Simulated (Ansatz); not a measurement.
All numbers below come from Ansatz 0.2.0, DFT PBE, scalar-relativistic, plane waves, PAW. Settings: cutoff 420 eV, Γ-centred meshes spaced at most about 0.3 Å⁻¹, and about 0.25 Å⁻¹ or finer for metals (2π included), Gaussian smearing. No spin polarisation.

Temperature and zero-point effects are left out.

Question: Order these relaxed structures of Ca₂O by energy, lowest first, with the energy over the lowest of them.
A.

```
Ca O
1.0
     3.77875    0.00000    0.00000
     0.00000    3.77875    0.00000
     0.00000    0.00000    5.76947
Ca O
2 1
Direct
  0.00000 0.50000 0.71475
  0.50000 0.00000 0.28525
  0.50000 0.50000 0.50000
```

B.

```
Ca O
1.0
     5.69934    0.00000    0.00000
     0.00000    5.69934    0.00000
     0.00000    0.00000    5.89281
Ca O
4 2
Direct
  0.20254 0.20254 0.00000
  0.79746 0.79746 0.00000
  0.79746 0.20254 0.50000
  0.20254 0.79746 0.50000
  0.00000 0.00000 0.75000
  0.00000 0.00000 0.25000
```

Answer: B (0 meV/atom), A (31 meV/atom). Forms: B P4_2/mcm; A P-4m2. Counting O atoms around Ca (those within 1.25 times the shortest such distance or 1.15 times the sum of covalent radii): B has Ca 2; A has Ca 2. Both come from invented guesses. The lowest form computed isn't among them: it has the anti-anatase type, space group I4_1/amd (No. 141), 21.7 Å³/atom and lies 4 meV/atom below the best shown.

A magnetic state wasn't ruled out in cells without spin, among them P4_2/mcm, P-4m2. Cells relaxed within their symmetry can be saddle points. Some types were kept out of the candidates beforehand, so the set may lack a known form.
